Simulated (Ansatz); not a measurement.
# Zn (Fm-3m) in Ansatz: convergence with basis error

Aim: find how far basis error must go before the results for Zn settle, at PBE. This setting moves, with any that are tied to it; all else stays.

All numbers are computed with Ansatz 0.2.0; they aren't measurements. Logs are shortened: lines on timing, memory, paths and dates and some standing lists are left out, and cuts for length are marked.

## (1) The crystal as given

It takes space group Fm-3m (No. 225, cubic). Conventional cell: a = 3.930 Å, b = 3.930 Å, c = 3.930 Å, α = 90.00°, β = 90.00°, γ = 90.00°. Zn (site symmetry m-3m) has 12 Zn at 2.78 Å as nearest neighbours.

This isn't the form of Zn at room conditions, which is hcp.

## (2) With basis error 0.03 eV/atom

The input, input.yaml:

```yaml
crystal:
  lattice:
    - [0.0, 1.964776, 1.964776]
    - [1.964776, 0.0, 1.964776]
    - [1.964776, 1.964776, 0.0]
  atoms:
    - { symbol: Zn, position: [0.0, 0.0, 0.0] }
kpoints:
  mp_grid: { grid: [12, 12, 12] }
scf:
  occupations: { method: fermi_dirac, width: 0.05 }
hamiltonian:
  xc: pbe
  pseudopotentials: { kind: all_electron, lapw: { basis_error: 0.03 } }
output:
  forces: true
  stress: true
  eigenvalues: true
```

Potentials or basis: all-electron LAPW, scalar-relativistic.

Launch:

```bash
$ ansatz run input.yaml --threads 1 --pin off --max-ram 3072MiB --backend cpu --events-out ev --progress --plain --runs-dir out
```

Wall time 1.8 s (1 thread of Arm Neoverse V2, shared host); peak memory 0.2 GiB.

What came out:

```
Free energy            : -48872.9851 eV
Pressure               : -0.1 GPa
Band gap on the k mesh : none (metal or under the smearing width)
```

## (3) With basis error 0.01 eV/atom

Edit input.yaml of step 2 so:

```diff
@@ -13,3 +13,3 @@
   xc: pbe
-  pseudopotentials: { kind: all_electron, lapw: { basis_error: 0.03 } }
+  pseudopotentials: { kind: all_electron, lapw: { basis_error: 0.01 } }
 output:
```

Potentials or basis: all-electron LAPW, scalar-relativistic.

Launch:

```bash
$ ansatz run input.yaml --threads 1 --pin off --max-ram 3072MiB --backend cpu --events-out ev --progress --plain --runs-dir out
```

Wall time 2.1 s (1 thread of Arm Neoverse V2, shared host); peak memory 0.21 GiB.

Results:

| Quantity | Value |
| --- | --- |
| Free energy | -48872.9892 eV |
| Pressure | -0.1 GPa |
| Band gap on the k mesh | none (metal or under the smearing width) |

## (4) With basis error 0.003 eV/atom

Edit input.yaml of step 3 so:

```diff
@@ -13,3 +13,3 @@
   xc: pbe
-  pseudopotentials: { kind: all_electron, lapw: { basis_error: 0.01 } }
+  pseudopotentials: { kind: all_electron, lapw: { basis_error: 0.003 } }
 output:
```

Launch:

```bash
$ ansatz run input.yaml --threads 1 --pin off --max-ram 3072MiB --backend cpu --events-out ev --progress --plain --runs-dir out
```

Wall time 2.5 s (1 thread of Arm Neoverse V2, shared host); peak memory 0.22 GiB.

Results:

| Quantity | Value |
| --- | --- |
| Free energy | -48872.9904 eV |
| Pressure | -0.2 GPa |
| Band gap on the k mesh | none (metal or under the smearing width) |

## (5) With basis error 0.001 eV/atom

Edit input.yaml of step 4 so:

```diff
@@ -13,3 +13,3 @@
   xc: pbe
-  pseudopotentials: { kind: all_electron, lapw: { basis_error: 0.003 } }
+  pseudopotentials: { kind: all_electron, lapw: { basis_error: 0.001 } }
 output:
```

Launch:

```bash
$ ansatz run input.yaml --threads 1 --pin off --max-ram 3072MiB --backend cpu --events-out ev --progress --plain --runs-dir out
```

Wall time 3 s (1 thread of Arm Neoverse V2, shared host); peak memory 0.24 GiB.

Results:

| Quantity | Value |
| --- | --- |
| Free energy | -48872.9907 eV |
| Pressure | -0.2 GPa |
| Band gap on the k mesh | none (metal or under the smearing width) |

## (6) With basis error 0.0003 eV/atom

Edit input.yaml of step 5 so:

```diff
@@ -13,3 +13,3 @@
   xc: pbe
-  pseudopotentials: { kind: all_electron, lapw: { basis_error: 0.001 } }
+  pseudopotentials: { kind: all_electron, lapw: { basis_error: 0.0003 } }
 output:
```

Potentials or basis: all-electron LAPW, scalar-relativistic.

Launch:

```bash
$ ansatz run input.yaml --threads 1 --pin off --max-ram 3072MiB --backend cpu --events-out ev --progress --plain --runs-dir out
```

It took 4 s on 1 thread of Arm Neoverse V2, shared host; peak memory 0.25 GiB.

The run converged. Its results:

```
Free energy            : -48872.9908 eV
Pressure               : -0.2 GPa
Band gap on the k mesh : none (metal or under the smearing width)
```

## (7) With basis error 0.0001 eV/atom

Edit input.yaml of step 6 so:

```diff
@@ -13,3 +13,3 @@
   xc: pbe
-  pseudopotentials: { kind: all_electron, lapw: { basis_error: 0.0003 } }
+  pseudopotentials: { kind: all_electron, lapw: { basis_error: 0.0001 } }
 output:
```

Potentials or basis: all-electron LAPW, scalar-relativistic.

Launch:

```bash
$ ansatz run input.yaml --threads 1 --pin off --max-ram 3072MiB --backend cpu --events-out ev --progress --plain --runs-dir out
```

The program printed:

```text
Warning: RAYON_NUM_THREADS=1 ignored (pool sized by the plan → 1); use --threads N
LAPW: plane waves up to 8.954 Å⁻¹, error target 1.0e-4 eV per atom; small_component_spin mean_spin; Zn in spheres of 1.389 Å, 20 of its electrons in bands, Dirac shells [] (how accurate: hamiltonian.pseudopotentials.lapw.basis_error, Limitations)
Engine: ansatz 0.2.0, aarch64-unknown-linux-gnu
Pseudopotentials: kind: all_electron
Pseudopotential: Zn, LAPW, valence charge 20, lapw/all_electron/scalar/gaussian/Zn, Koelling and Harmon's equation, gaussian nucleus
Functional definition: PBE
  parameter kappa = 0.804
  parameter beta = 0.06672455060314922
  exchange = pbe_x(kappa = kappa, mu = beta*pi^2/3)
  correlation = pbe_c(beta = beta)
Crystal: 1 atoms, lattice volume = 15.169 Å³
Basis set: ecut = 305.4886117559828 eV, 169 PW (Γ), exchange–correlation at level 2
Bands: 14, of which v1, the nominal top of the filled ones, is band 10 counted from 1 (9 counted from 0)
Symmetry: 48 space group operations
Space group: Fm-3m (ITA 225), of the structure as read, at distance tolerance 2.5e-5 Å
k-points: 72 of 1728
Non-local potential: Zn, projectors of the file, none
Initial density: superposition of atomic densities (chi_scale 0.1, normalization cell)
Initial wavefunctions: plane waves of lowest kinetic energy (no species holds an atomic orbital)
Functional: x = pbe(κ = 0.804, μ = 0.2195149727645171), c = pbe(β = 0.06672455060314922)
iter 1 solved again at ethr=8.87e-5 eV; its pass at ethr=1.00e-1 eV (dr2=1.77e-2 eV) is discarded
SCF iter   1: F=—  HF=-48873.096153 eV  |F-HF|=—  |Δ(HF+E_count)|=         —  Δρ=1.51e-2  dr2=1.78e-2  ethr=8.87e-5  ⟨swp⟩=3.2  Hψ=7130  notcnv=0
preconditioner: auto → none  [metal: Δε(μ)=0.142 eV  Ē_g=16.358 eV  σ=0.050 eV  W_gap=0.49  n_scr=8 (ndim 8)  ℏωp=33.0 eV  f_vac=0.000  D(μ)=0.36/eV (n_scr^D=0)  sad-step TF]
SCF iter   2: F=—  HF=-48873.048692 eV  |F-HF|=—  |Δ(HF+E_count)|=   4.75e-2  Δρ=5.16e-3  dr2=2.72e-3  ethr=8.87e-5  ⟨swp⟩=2.2  Hψ=3193  notcnv=0
SCF iter   3: F=—  HF=-48872.992454 eV  |F-HF|=—  |Δ(HF+E_count)|=   5.62e-2  Δρ=5.27e-3  dr2=2.40e-3  ethr=1.36e-5  ⟨swp⟩=2.4  Hψ=2979  notcnv=0
iter 4 solved again at ethr=3.72e-7 eV; its pass at ethr=1.20e-5 eV (dr2=7.45e-5 eV) is discarded
SCF iter   4: F=—  HF=-48872.990802 eV  |F-HF|=—  |Δ(HF+E_count)|=   1.65e-3  Δρ=9.03e-4  dr2=7.45e-5  ethr=3.72e-7  ⟨swp⟩=2.0  Hψ=4905  notcnv=0
SCF iter   5: F=—  HF=-48872.990853 eV  |F-HF|=—  |Δ(HF+E_count)|=   5.11e-5  Δρ=2.81e-5  dr2=8.78e-8  ethr=3.72e-7  ⟨swp⟩=2.0  Hψ=2884  notcnv=0
SCF iter   6: F=-48872.990850 eV  HF=-48872.990850 eV  |F-HF|=5.31e-8  |Δ(HF+E_count)|=   3.22e-6  Δρ=4.03e-6  dr2=1.60e-9  ethr=4.39e-10  ⟨swp⟩=3.1  Hψ=3245  notcnv=0
SCF 1 converged in 6 iterations: F = -48872.990850 eV  dr2 = 1.60e-9
SCF converged after 6 iterations
Free energy (F): -48872.990850 eV
Harris-Foulkes:  -48872.990850 eV  (|F-HF|=5.31e-8)
Internal energy: -48872.987500 eV  (E = F + TS)
E sigma→0 (E₀):  -48872.989175 eV
Entropy (-TS):   -0.003350 eV (-3.350 meV/atom)
Fermi energy:    13.834393 eV
--- Per-component energies (eV) ---
  E_band       = -541.731414
  E_kinetic    = 49772.264928
  E_xc         = -1950.184632
  E_electrostatic = -96695.067797  (all electrons and nuclei)
  E_smearing   = -0.003350  (= −TS)
  E_closure    = 0.000000  (closes the sum)
  E_atoms      = -48871.914906  (free atoms, spherical and without spin; not in F)
  Σ components = -48872.990850   (vs F -48872.990850, Δ=0.00e0)
  Basis errors (estimates in eV, not in F): energy 1.9e-5 per atom: plane waves 1.8e-5 (9.1e-6 summed), levels above the bands 3.9e-117, relativity 6.4e-9, radial functions 7.2e-7, core shells 6.7e-14; eigenvalues (radial functions only) 5.0e-7; not estimated: angular momenta, meshes, grids; target (lapw.basis_error) 1.0e-4; muffin-tin radii Zn 1.389 Å
--- Forces (eV/Å), atoms counted from 1 ---
  atom   1  Zn     0.00000000     0.00000000    -0.00000000
  max |Σ_I F_I| component: 8.22e-33 eV/Å
--- Stress (GPa, compression-positive) ---
       -0.156518       0.000000      -0.000000
        0.000000      -0.156518      -0.000000
       -0.000000      -0.000000      -0.156518
  P = ⅓ Tr σ = -0.1565 GPa (-1.565 kbar)
--- Band table (eV; the first three rows and the last of 72) ---
  k-point 0: bands = ["-112.5874", "-66.7318", "-66.7318", "-66.7318", "3.5243", "6.2916", "6.2916", "6.2916", "6.6728", "6.6728", "32.0818", "32.0818", "32.0818", "32.4418"]
  k-point 1: bands = ["-112.5873", "-66.7333", "-66.7321", "-66.7321", "3.7333", "6.2750", "6.3148", "6.3148", "6.6665", "6.6665", "28.9806", "31.4674", "31.4674", "32.2763"]
  k-point 2: bands = ["-112.5869", "-66.7372", "-66.7327", "-66.7327", "4.3343", "6.2587", "6.3609", "6.3609", "6.6678", "6.6678", "24.9639", "30.5516", "30.5516", "32.0810"]
  k-point 71: bands = ["-112.5847", "-66.7464", "-66.7464", "-66.7405", "5.9476", "6.1917", "6.1917", "6.6954", "7.0298", "16.1266", "16.1266", "16.9727", "17.9175", "35.4232"]
```

Run time: 5 s. Hardware: 1 thread of Arm Neoverse V2, shared host; peak memory 0.28 GiB.

Results:

| Property | Result |
| --- | --- |
| Free energy | -48872.9908 eV |
| Pressure | -0.2 GPa |
| Band gap on the k mesh | none (metal or under the smearing width) |

## (8) The series at a glance

```tsv
basis error	energy less the tightest run, at zero smearing (meV/atom)	pressure (GPa)	SCF cycles	CPU time (s)	peak memory (GiB)
0.03 eV/atom	5.73	-0.08	6	1.8	0.2
0.01 eV/atom	1.66	-0.13	6	2.1	0.21
0.003 eV/atom	0.45	-0.15	6	2.5	0.22
0.001 eV/atom	0.13	-0.15	6	3	0.24
0.0003 eV/atom	0.03	-0.16	6	4	0.25
0.0001 eV/atom	0.00	-0.16	6	5	0.28
```

Against the tightest run, the energy stays within 1 meV/atom from 0.003 eV/atom on; the pressure stays within 0.1 GPa from 0.03 eV/atom on. The tightest run that finished is the yardstick and may itself not be fully converged.
